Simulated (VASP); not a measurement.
A run of VASP 6.6.1 is set up as follows.

File INCAR:

```
ALGO = Fast ; EDIFF = 1E-6
ENCUT = 520 ; GGA = PE
ISIF = 2 ; ISMEAR = 0
IVDW = 12 ; LASPH = True
LCHARG = True ; LELF = True
LREAL = False ; LVHAR = True
LWAVE = False ; NBANDS = 9
NELM = 100 ; PREC = Accurate
SIGMA = 0.15
```

File KPOINTS:

```
k-points
0
Gamma
  22 22 22
```

File POSCAR:

```
S
1.0
    0.0000000000      1.8273440985      2.3755473280
    1.8273440985      0.0000000000      2.3755473280
    1.8273440985      1.8273440985      0.0000000000
S
1
Direct
    0.0000000000      0.0000000000      0.0000000000
```

Potentials or basis: VASP PAW PBE potentials, release 64 (S).

Run with:

```bash
$ cat potpaw_PBE.64/S/POTCAR > POTCAR
$ mpirun -np 1 vasp_std > vasp.out
```

(1) What does it give for the band gap on the k mesh?

(2) Estimate the dispersion energy per atom.

(3) What does it give for the pressure?

Results:

(1) none (metal or under the smearing width).

(2) -0.384 eV.

(3) -3.2 GPa.

Caveat: pairwise dispersion overbinds metals, which lowers pressure and volume.
